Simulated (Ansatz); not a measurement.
# Migration of N in GaN

Aim: the barrier when interstitial N hops to an equivalent place in GaN, in a supercell of 12 host sites. The ends are relaxed and joined by a climbing-image nudged elastic band.

Computed with Ansatz 0.2.0 (DFT PBE, scalar-relativistic, plane waves, PAW, unless a step's input says otherwise).

3 further runs of the same task are left out: 1 that didn't finish, 2 set aside as unsound or not needed.

### Step 1. The starting structure

The structure is hexagonal, space group P6_3mc (No. 186). The conventional cell has a = 3.218 Å, b = 3.218 Å, c = 5.243 Å, α = 90.00°, β = 90.00°, γ = 120.00°. Ga (site symmetry 3m) has 4 N at 1.97 to 1.98 Å as nearest neighbours. N (site symmetry 3m) has 4 Ga at 1.97 to 1.98 Å as nearest neighbours.

As a file:

```cif
data_structure
_symmetry_space_group_name_H-M 'P6_3mc'
_symmetry_Int_Tables_number 186
_cell_length_a 3.2184
_cell_length_b 3.2184
_cell_length_c 5.2432
_cell_angle_alpha 90.000
_cell_angle_beta 90.000
_cell_angle_gamma 120.000
_cell_volume 47.03
loop_
_atom_site_label
_atom_site_type_symbol
_atom_site_symmetry_multiplicity
_atom_site_Wyckoff_symbol
_atom_site_fract_x
_atom_site_fract_y
_atom_site_fract_z
_atom_site_occupancy
Ga1 Ga 2 b 0.66667 0.33333 0.49913 1
N1 N 2 b 0.66667 0.33333 0.87587 1
```

It goes back to an entry of the Materials Project.

This cell was relaxed beforehand with the same method: volume 11.76 Å³/atom, gap on the mesh 1.71 eV.

### Step 2. The defect cell, relaxed

The supercell's rows are 0 0 1; 1 -1 0; 1 2 0 in vectors of the relaxed cell. Atom 13 is the N that will move.

Input file input.yaml:

```yaml
crystal:
  lattice:
    - [0.0, 0.0, 5.2431684095]
    - [4.8275562239, -2.7871908853, 0.0]
    - [-1.0e-10, 5.5743817708, 0.0]
  atoms:
    - { symbol: Ga, position: [0.4991348631, 0.3333333333, 0.3333333333] }
    - { symbol: Ga, position: [0.4991348631, 0.0, 0.6666666667] }
    - { symbol: Ga, position: [0.4991348631, 0.6666666667, 1.0] }
    - { symbol: Ga, position: [0.9991348631, 0.0, 0.3333333333] }
    - { symbol: Ga, position: [0.9991348631, 0.6666666667, 0.6666666667] }
    - { symbol: Ga, position: [0.9991348631, 0.3333333333, 1.0] }
    - { symbol: "N", position: [0.8758651369, 0.3333333333, 0.3333333333] }
    - { symbol: "N", position: [0.8758651369, 0.0, 0.6666666667] }
    - { symbol: "N", position: [0.8758651369, 0.6666666667, 1.0] }
    - { symbol: "N", position: [0.3758651369, 0.0, 0.3333333333] }
    - { symbol: "N", position: [0.3758651369, 0.6666666667, 0.6666666667] }
    - { symbol: "N", position: [0.3758651369, 0.3333333333, 1.0] }
    - { symbol: "N", position: [0.2014335682, -0.0168891278, -0.005700126], spin: 1.0 }
basis:
  ecutwfc: 420
  xc_grid: 2
kpoints:
  mp_grid: { grid: [3, 3, 3], shift: [0.0, 0.0, 0.0] }
hamiltonian:
  xc: pbe
scf:
  occupations: { method: gaussian, width: 0.02 }
output:
  forces: true
  stress: false
  eigenvalues: true
  populations: true
  write_density: true
  write_potential: true
  elf: true
  volumetric_format: npy
magnetization:
  spin_polarized: true
relax:
  adjacent_minimum: "off"
  f_tol: 0.02
  max_steps: 60
```

Command:

```console
> ansatz run input.yaml --threads 4 --pin off --max-ram 10240MiB --backend cpu --events-out ev --progress --plain --runs-dir out
```

Further runs follow: nudged elastic band, a jump of 2.62 Å.

Q: Predict the outcome of this session. Wanted: band; highest image of the last band.

The runs gave:

| quantity | value |
| --- | --- |
| band | not converged after 45 iterations |
| highest image of the last band | 0.00 eV above image 0 (no barrier of the system) |

The band did not converge, so no barrier can be quoted. Its forces met the threshold (0.031 against 0.05 eV/Å), but the program did not accept the top as a saddle; its last message says why. The small cell leaves errors of about a tenth of an eV.
